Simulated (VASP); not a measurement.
Bi2Te3 (Tellurobismuthite):

```
Bi Te
1.0
     2.19300    1.26613   10.16567
    -2.19300    1.26613   10.16567
     0.00000   -2.53226   10.16567
Bi Te
2 3
Cartesian
  0.0000 0.0000 12.1988
  0.0000 0.0000 18.2982
  0.0000 0.0000 0.0000
  0.0000 0.0000 6.3891
  0.0000 0.0000 24.1079
```

- Program: VASP 6.6.1
- Task: relaxation of cell and atoms
- Functional: PBE
- Potentials or basis: VASP PAW PBE potentials, release 64 (Bi_d, Te)
- Cutoff: 600 eV
- k mesh: 7 × 7 × 7
- Occupations: gaussian, width 0.03 eV
- Spin: no spin polarisation

At the start: pressure 1.9 GPa; volume 33.87 Å³/atom.

Q: How do energy, volume and symmetry change on relaxing?

A: Over 15 steps the energy falls by 12.6 meV/atom and the volume is 36.32 Å³/atom (+7.2 %); space group R-3m (No. 166, to 0.05 Å).

Step by step:
```tsv
step	energy change (eV)	largest force (eV/Å)	pressure (GPa)	volume (Å³)
1	0.0000	0.0289	1.91	169.36
2	-0.0278	0.3484	-0.90	179.43
3	-0.0376	0.2441	-0.01	175.89
4	-0.0432	0.1749	-0.01	176.39
5	-0.0469	0.1011	0.02	177.19
6	-0.0487	0.0892	0.02	177.44
7	-0.0533	0.0562	-0.06	178.18
8	-0.0587	0.0532	-0.12	179.68
9	-0.0574	0.1575	-0.19	182.68
10	-0.0599	0.0811	-0.16	181.01
11	-0.0613	0.0442	0.11	180.46
12	-0.0613	0.0401	0.13	180.41
13	-0.0623	0.0183	0.07	180.95
14	-0.0628	0.0145	-0.03	181.75
15	-0.0628	0.0082	-0.02	181.60
```

Final structure:
```cif
data_structure
_symmetry_space_group_name_H-M 'P 1'
_symmetry_Int_Tables_number 1
_cell_length_a 10.8953
_cell_length_b 10.8953
_cell_length_c 10.8953
_cell_angle_alpha 23.569
_cell_angle_beta 23.569
_cell_angle_gamma 23.569
_cell_volume 181.60
loop_
_atom_site_label
_atom_site_type_symbol
_atom_site_fract_x
_atom_site_fract_y
_atom_site_fract_z
_atom_site_occupancy
Bi1 Bi 0.39797 0.39797 0.39797 1
Bi2 Bi 0.60203 0.60203 0.60203 1
Te1 Te 0.00000 0.00000 0.00000 1
Te2 Te 0.21449 0.21449 0.21449 1
Te3 Te 0.78551 0.78551 0.78551 1
```
